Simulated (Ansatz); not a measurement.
# Si2W (110): surface energy and levels

Aim: for Si2W, compute energy, relaxation and work function or band edges of the (110) face.

Method: DFT PBE, scalar-relativistic, plane waves, PAW, in Ansatz 0.2.0.

1 further run of the same task is left out (set aside as unsound or not needed).

### 1 Starting point

Symmetry: I4/mmm, No. 139, tetragonal system. Conventional cell: a = 3.229 Å, b = 3.229 Å, c = 7.867 Å, α = 90.00°, β = 90.00°, γ = 90.00°. Around Si (site symmetry 4mm) lie 5 Si at 2.60 to 2.64 Å and 5 W at 2.63 Å. Around W (site symmetry 4/mmm) lie 10 Si at 2.63 Å.

As a file:

```
Si W
1.0
    -1.61452    1.61452    3.93369
     1.61452   -1.61452    3.93369
     1.61452    1.61452   -3.93369
Si W
2 1
Direct
  0.33457 0.33457 0.00000
  0.66543 0.66543 0.00000
  0.00000 0.00000 0.00000
```

It is the result of an earlier relaxation at this level (volume 13.67 Å³/atom; gap on the mesh: none (metal)).

### 2 Bulk reference on the slab's mesh

input.yaml

```yaml
crystal:
  lattice:
    - [4.566546473, 0.0, 0.0]
    - [-2.2832732365, 3.9336866682, 0.0]
    - [2.2832732365, 0.0, 2.2832732365]
  atoms:
    - { symbol: Si, position: [0.6654325919, 0.3308651837, 0.0] }
    - { symbol: Si, position: [0.3345674081, 0.6691348163, 0.0] }
    - { symbol: W, position: [0.0, 0.0, 0.0] }
basis:
  ecutwfc: 420
kpoints:
  mp_grid: { grid: [9, 9, 15] }
hamiltonian:
  xc: pbe
scf:
  occupations: { method: gaussian, width: 0.1 }
output:
  forces: true
  stress: true
  eigenvalues: true
```

Started as:

```sh
ansatz run input.yaml --threads 4 --pin off --max-ram 9216MiB --backend cpu --events-out ev --progress --plain --runs-dir out
```

Output (excerpt; [...] marks lines left out):

```text
Warning: crystal.symmetry: narrowed to the stabiliser of the k-point mesh — unitary ops 16 → 4; excluded 12 operations that carry a point of the 9×9×15 mesh (shift [0, 0, 0]) off the mesh (the run samples exactly the mesh kpoints.mp_grid names, as under crystal.symmetry.detect: false, and [...]
Warning: RAYON_NUM_THREADS=4 ignored (pool sized by the plan → 4); use --threads N
[...]
Pseudopotentials: kind: paw
Pseudopotential: Si, paw, valence charge 4, recommended cutoff 420 eV (normal), Si.paw.azcp
Pseudopotential: W, paw, valence charge 14, recommended cutoff 420 eV (normal), W.paw.azcp
Functional definition: PBE
[...]
Crystal: 3 atoms, lattice volume = 41.015 Å³
Basis set: ecut = 420 eV, 793 PW (Γ), exchange–correlation on 64×64×48 points (8 copies of the dense FFT grid, shifted against one another)
[...]
SCF iter   6: F=-11657.459629 eV  HF=-11657.459629 eV  |F-HF|=1.29e-9  |Δ(HF+E_count)|=   1.05e-8  Δρ=2.72e-6  dr2=3.25e-9  ethr=4.55e-10  ⟨swp⟩=4.2  Hψ=16930  notcnv=0
[...]
SCF converged after 6 iterations
Free energy (F): -11657.459629 eV
[...]
E sigma→0 (E₀):  -11657.458773 eV
Entropy (-TS):   -0.001711 eV (-0.570 meV/atom)
Fermi energy:    16.432113 eV
[...]
--- Forces (eV/Å), atoms counted from 1 ---
  atom   1  Si     0.00000000     0.00959308    -0.00000000
  atom   2  Si     0.00000000    -0.00959308     0.00000000
  atom   3  W      0.00000000     0.00000000     0.00000000
[...]
--- Stress (GPa, compression-positive) ---
       -0.062308      -0.000000       0.034247
       -0.000000       0.036267       0.000000
        0.034247       0.000000       0.073376
  P = ⅓ Tr σ = 0.0158 GPa (0.158 kbar)
--- Band table (eV; the first three rows and the last of 340) ---
  k-point 0: bands = ["-57.3349", "-21.6235", "-21.6061", "-21.6054", "2.5199", "9.7182", "12.7215", "13.2234", "13.6700", "13.6703", "17.0784", "19.1352", "19.4591", "19.5162", "19.5167"]
[...]
```

Run time: 3 s. Hardware: 4 threads of Arm Neoverse V1, shared host; peak memory 0.47 GiB.

Bulk reference and slab share their plane, in-plane mesh and smearing. Its energy with the smearing taken to zero: -3885.8196 eV/atom.

### 3 The (110) slab

Miller indices refer to the conventional cell of the relaxed bulk, I4/mmm (No. 139): a = 3.229 Å, b = 3.229 Å, c = 7.867 Å, α = 90.00°, β = 90.00°, γ = 90.00°.

The slab is a (110) slab, 9.1 Å thick as cut, with 15 Å of vacuum; its outer planes are Si2W (top) and Si2W (bottom).

The slab as cut. Its planes from the bottom up:

```
plane  atoms per cell  height over the lowest (Å)
    1            Si2W                        0.00
    2            Si2W                        2.28
    3            Si2W                        4.57
    4            Si2W                        6.85
    5            Si2W                        9.13
```

(Part 1 of 3 ends here.)
